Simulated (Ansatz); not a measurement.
TiAl:

```
Ti Al
1.0
     3.17906    0.00000    0.00000
     0.00000    3.17906    0.00000
     0.00000    0.00000    3.17906
Ti Al
1 1
Direct
  0.00000 0.00000 0.00000
  0.50000 0.50000 0.50000
```

The cell comes from a database or a generator and needn't be the stable form of this composition.

```yaml
Program: Ansatz 0.2.0
Task: relaxation of cell and atoms
Functional: RPBE
Potentials_or_basis: Ansatz PAW
Cutoff: "420 eV (not typed: the program's choice for these potentials)"
k_mesh: 8 × 8 × 8
Occupations: fermi-dirac, width 0.05 eV
Spin: no spin polarisation
```

At the start: volume 16.06 Å³/atom.

**Question.** Where does the relaxation end?

**Answer.** It ends after 5 steps and the volume is 16.58 Å³/atom (+3.2 %); space group Pm-3m (No. 221, to 0.05 Å).

The path:
```
step  energy change (eV)  largest force (eV/Å)  volume (Å³)
   1              0.0000                0.0000        32.13
   2             -0.0083                0.0000        33.66
   3             -0.0108                0.0000        33.18
   4             -0.0109                0.0000        33.16
   5             -0.0111                0.0000        33.16
```

Final structure:
```
Ti Al
1.0
     3.21264    0.00000    0.00000
     0.00000    3.21264    0.00000
     0.00000    0.00000    3.21264
Ti Al
1 1
Direct
  0.00000 0.00000 0.00000
  0.50000 0.50000 0.50000
```

Caveat: the plane-wave basis is chosen anew once the cell has moved, so the energies of steps on either side of that aren't comparable; the PAW data sets come from PBE, with cores solved anew for the run's functional, which leaves a small shift of forces and pressure.
